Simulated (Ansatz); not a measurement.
## Nudged elastic band run: Si8O15

The input (input.yaml):

```yaml
crystal:
  lattice:
    - [0.0, 5.0462, 4.4946]
    - [4.097, 0.0, 4.4946]
    - [4.097, 5.0462, 0.0]
  atoms:
    - { symbol: Si, position: [0.19936911, 0.04690668, 0.95095751] }
    - { symbol: Si, position: [0.31250025, 0.45123359, 0.03667155] }
    - { symbol: Si, position: [0.79770663, 0.94619127, 0.05037906] }
    - { symbol: Si, position: [0.19893423, 0.05204268, 0.44934888] }
    - { symbol: O, position: [0.40183027, 0.51679079, 0.217341] }
    - { symbol: O, position: [0.26615438, 0.15197502, 0.61555732] }
    - { symbol: O, position: [0.36114333, 0.71527731, 0.52095912] }
    - { symbol: O, position: [0.46729946, 0.11347745, 0.1489429] }
    - { symbol: O, position: [0.09571219, 0.98154845, 0.28549391] }
    - { symbol: O, position: [0.23216301, 0.34417404, 0.88434868] }
    - { symbol: O, position: [0.134249, 0.78520365, 0.98185908] }
    - { symbol: O, position: [0.03950159, 0.38268833, 0.34453196] }
    - { symbol: Si, position: [0.69782524, 0.5436074, 0.46716874] }
    - { symbol: Si, position: [0.79811747, 0.94854305, 0.5497229] }
    - { symbol: Si, position: [0.29704666, 0.44987563, 0.55232088] }
    - { symbol: Si, position: [0.69798776, 0.54768744, 0.95794979] }
    - { symbol: O, position: [0.89725741, 0.02074377, 0.71531161] }
    - { symbol: O, position: [0.76505665, 0.65008827, 0.11989685] }
    - { symbol: O, position: [0.86137532, 0.21416215, 0.01598551] }
    - { symbol: O, position: [0.96054068, 0.61359373, 0.65604666] }
    - { symbol: O, position: [0.73176508, 0.84630582, 0.38662102] }
    - { symbol: O, position: [0.63268002, 0.28288339, 0.48674408] }
    - { symbol: O, position: [0.53353054, 0.87535718, 0.84654797] }
basis:
  ecutwfc: 420.0
kpoints:
  mp_grid: { grid: [2, 2, 2] }
hamiltonian:
  xc: pbe
  dispersion: d3bj
  pseudopotentials: { kind: paw, azcp: { folder: soft_1 } }
scf:
  occupations: { method: fermi_dirac, width: 0.05 }
  lower_state_search: "off"
  max_iter: 70
neb:
  images: 3
  f_tol: 0.05
  max_iterations: 50
  order_check: false
  max_displacement: 0.5
  optimiser: fire
  final_atoms:
    - { symbol: Si, position: [0.20101821, 0.05236806, 0.95063819] }
    - { symbol: Si, position: [0.30144181, 0.45096644, 0.0431974] }
    - { symbol: Si, position: [0.79963562, 0.95150695, 0.04989979] }
    - { symbol: Si, position: [0.20074112, 0.05015158, 0.45108622] }
    - { symbol: O, position: [0.59742994, 0.48171527, -0.21705432] }
    - { symbol: O, position: [0.26718353, 0.15230357, 0.61428031] }
    - { symbol: O, position: [0.36628009, 0.71570501, 0.51398419] }
    - { symbol: O, position: [0.46545378, 0.12293861, 0.15434666] }
    - { symbol: O, position: [0.10154674, 0.9778149, 0.28558069] }
    - { symbol: O, position: [0.23387886, 0.34855644, 0.88116667] }
    - { symbol: O, position: [0.13753436, 0.78444644, 0.98476347] }
    - { symbol: O, position: [0.0384961, 0.38495181, 0.34477331] }
    - { symbol: Si, position: [0.70205838, 0.54860821, 0.4482941] }
    - { symbol: Si, position: [0.79992607, 0.94652137, 0.55154984] }
    - { symbol: Si, position: [0.30061912, 0.45479826, 0.53527161] }
    - { symbol: Si, position: [0.68597436, 0.54733677, 0.96430159] }
    - { symbol: O, position: [0.90320571, 0.01698421, 0.71531939] }
    - { symbol: O, position: [0.76674105, 0.65430905, 0.11647091] }
    - { symbol: O, position: [0.86462358, 0.21334957, 0.01901229] }
    - { symbol: O, position: [0.95939864, 0.61579932, 0.65645712] }
    - { symbol: O, position: [0.73280125, 0.84652526, 0.3852771] }
    - { symbol: O, position: [0.63771778, 0.28334629, 0.47979139] }
    - { symbol: O, position: [0.53154393, 0.88514659, 0.85184209] }
```

Run as:

```bash
$ ansatz run input.yaml --threads 1 --pin off --max-ram 3072MiB --backend cpu --events-out ev --progress --plain --runs-dir out
```

Output, in part (warnings, iteration lines):

```
NEB end point (image 0): max|allowed force component| = 1.520e-2 eV/Å (the criterion of neb.relax_end_points is 1.000e-2)
NEB end point (image 4): max|allowed force component| = 2.565e-2 eV/Å (the criterion of neb.relax_end_points is 1.000e-2)
NEB iter   1: max|band force component| = 1.947e1 eV/Å  barrier→ = 9.1406 eV  barrier← = 9.1403 eV  Δτ_max = 0.3426 Å  (50 SCF iters)
NEB iter   2: max|band force component| = 7.801e0 eV/Å  barrier→ = 6.2151 eV  barrier← = 6.2148 eV  Δτ_max = 0.0358 Å  (25 SCF iters)
NEB iter   3: max|band force component| = 5.598e0 eV/Å  barrier→ = 5.2957 eV  barrier← = 5.2954 eV  Δτ_max = 0.0602 Å  (24 SCF iters)
NEB iter   4: max|band force component| = 1.718e0 eV/Å  barrier→ = 4.4662 eV  barrier← = 4.4658 eV  Δτ_max = 0.0641 Å  (24 SCF iters)
NEB iter   5: max|band force component| = 2.921e0 eV/Å  barrier→ = 4.4886 eV  barrier← = 4.4883 eV  Δτ_max = 0.0033 Å  (24 SCF iters)
NEB iter   6: max|band force component| = 2.693e0 eV/Å  barrier→ = 4.4587 eV  barrier← = 4.4584 eV  Δτ_max = 0.0064 Å  (17 SCF iters)
NEB iter   7: max|band force component| = 2.260e0 eV/Å  barrier→ = 4.4066 eV  barrier← = 4.4063 eV  Δτ_max = 0.0090 Å  (18 SCF iters)
NEB iter   8: max|band force component| = 1.667e0 eV/Å  barrier→ = 4.3454 eV  barrier← = 4.3451 eV  Δτ_max = 0.0109 Å  (18 SCF iters)
NEB iter   9: max|band force component| = 9.760e-1 eV/Å  barrier→ = 4.2899 eV  barrier← = 4.2896 eV  Δτ_max = 0.0118 Å  (18 SCF iters)
NEB iter  10: max|band force component| = 7.484e-1 eV/Å  barrier→ = 4.2518 eV  barrier← = 4.2514 eV  Δτ_max = 0.0115 Å  (18 SCF iters)
NEB iter  11: max|band force component| = 6.371e-1 eV/Å  barrier→ = 4.2354 eV  barrier← = 4.2350 eV  Δτ_max = 0.0107 Å  (18 SCF iters)
NEB iter  12: max|band force component| = 9.660e-1 eV/Å  barrier→ = 4.2359 eV  barrier← = 4.2356 eV  Δτ_max = 0.0012 Å  (19 SCF iters)
NEB iter  13: max|band force component| = 8.812e-1 eV/Å  barrier→ = 4.2306 eV  barrier← = 4.2303 eV  Δτ_max = 0.0023 Å  (14 SCF iters)
NEB iter  14: max|band force component| = 7.184e-1 eV/Å  barrier→ = 4.2213 eV  barrier← = 4.2210 eV  Δτ_max = 0.0032 Å  (17 SCF iters)
NEB iter  15: max|band force component| = 5.010e-1 eV/Å  barrier→ = 4.2104 eV  barrier← = 4.2100 eV  Δτ_max = 0.0037 Å  (17 SCF iters)
NEB iter  16: max|band force component| = 4.878e-1 eV/Å  barrier→ = 4.2001 eV  barrier← = 4.1998 eV  CI = image 2  Δτ_max = 0.0037 Å  (17 SCF iters)
NEB iter  17: max|band force component| = 4.673e-1 eV/Å  barrier→ = 4.1923 eV  barrier← = 4.1919 eV  CI = image 2  Δτ_max = 0.0043 Å  (17 SCF iters)
NEB iter  18: max|band force component| = 4.374e-1 eV/Å  barrier→ = 4.1870 eV  barrier← = 4.1867 eV  CI = image 2  Δτ_max = 0.0055 Å  (18 SCF iters)
NEB iter  19: max|band force component| = 4.857e-1 eV/Å  barrier→ = 4.1827 eV  barrier← = 4.1824 eV  CI = image 2  Δτ_max = 0.0067 Å  (17 SCF iters)
NEB iter  20: max|band force component| = 5.765e-1 eV/Å  barrier→ = 4.1774 eV  barrier← = 4.1771 eV  CI = image 2  Δτ_max = 0.0078 Å  (18 SCF iters)
NEB iter  21: max|band force component| = 5.224e-1 eV/Å  barrier→ = 4.1695 eV  barrier← = 4.1692 eV  CI = image 2  Δτ_max = 0.0089 Å  (17 SCF iters)
NEB iter  22: max|band force component| = 3.108e-1 eV/Å  barrier→ = 4.1603 eV  barrier← = 4.1599 eV  CI = image 2  Δτ_max = 0.0098 Å  (19 SCF iters)
NEB iter  23: max|band force component| = 1.711e-1 eV/Å  barrier→ = 4.1548 eV  barrier← = 4.1545 eV  CI = image 2  Δτ_max = 0.0097 Å  (20 SCF iters)
NEB iter  24: max|band force component| = 3.594e-1 eV/Å  barrier→ = 4.1568 eV  barrier← = 4.1564 eV  CI = image 2  Δτ_max = 0.0004 Å  (20 SCF iters)
NEB iter  25: max|band force component| = 3.366e-1 eV/Å  barrier→ = 4.1563 eV  barrier← = 4.1560 eV  CI = image 2  Δτ_max = 0.0007 Å  (11 SCF iters)
NEB iter  26: max|band force component| = 2.923e-1 eV/Å  barrier→ = 4.1555 eV  barrier← = 4.1552 eV  CI = image 2  Δτ_max = 0.0010 Å  (14 SCF iters)
NEB iter  27: max|band force component| = 2.295e-1 eV/Å  barrier→ = 4.1546 eV  barrier← = 4.1542 eV  CI = image 2  Δτ_max = 0.0013 Å  (14 SCF iters)
NEB iter  28: max|band force component| = 1.525e-1 eV/Å  barrier→ = 4.1536 eV  barrier← = 4.1533 eV  CI = image 2  Δτ_max = 0.0014 Å  (14 SCF iters)
NEB iter  29: max|band force component| = 8.116e-2 eV/Å  barrier→ = 4.1529 eV  barrier← = 4.1526 eV  CI = image 2  Δτ_max = 0.0014 Å  (14 SCF iters)
NEB iter  30: max|band force component| = 8.003e-2 eV/Å  barrier→ = 4.1526 eV  barrier← = 4.1522 eV  CI = image 2  Δτ_max = 0.0014 Å  (14 SCF iters)
NEB iter  31: max|band force component| = 1.235e-1 eV/Å  barrier→ = 4.1525 eV  barrier← = 4.1521 eV  CI = image 2  Δτ_max = 0.0001 Å  (14 SCF iters)
NEB iter  32: max|band force component| = 1.154e-1 eV/Å  barrier→ = 4.1524 eV  barrier← = 4.1521 eV  CI = image 2  Δτ_max = 0.0003 Å  (9 SCF iters)
NEB iter  33: max|band force component| = 1.000e-1 eV/Å  barrier→ = 4.1523 eV  barrier← = 4.1520 eV  CI = image 2  Δτ_max = 0.0004 Å  (11 SCF iters)
NEB iter  34: max|band force component| = 7.857e-2 eV/Å  barrier→ = 4.1521 eV  barrier← = 4.1518 eV  CI = image 2  Δτ_max = 0.0005 Å  (13 SCF iters)
NEB iter  35: max|band force component| = 5.670e-2 eV/Å  barrier→ = 4.1520 eV  barrier← = 4.1517 eV  CI = image 2  Δτ_max = 0.0005 Å  (13 SCF iters)
NEB iter  36: max|band force component| = 5.063e-2 eV/Å  barrier→ = 4.1519 eV  barrier← = 4.1515 eV  CI = image 2  Δτ_max = 0.0006 Å  (14 SCF iters)
NEB iter  37: max|band force component| = 4.585e-2 eV/Å  barrier→ = 4.1518 eV  barrier← = 4.1514 eV  CI = image 2  Δτ_max = 0.0000 Å  (13 SCF iters)
```

The forces met the threshold. Neighbouring images differ by up to 2.4 eV, so the band resolves the path poorly. The order of the stationary point at the top wasn't checked. Limits of this set-up: coarse k mesh, no spin, though dangling bonds at a vacancy may carry it, a small cell, in which the defect meets its images.

Final band (atoms are numbered from 1 in the order of the input):

```
image  path coordinate (Å)  energy (eV)  O5–Si15 (Å)  O5–Si13 (Å)
    0                 0.00         0.00         1.78         3.31
    1                 0.66         1.74         2.31         3.33
    2                 1.32         4.15         2.84         2.84
    3                 1.98         1.72         3.33         2.31
    4                 2.65         0.00         3.31         1.77
```

Time of the run: 5.4 min on 1 thread of Intel(R) Xeon(R) 6975P-C (Granite Rapids) (shared host), peak memory 0.71 GiB.
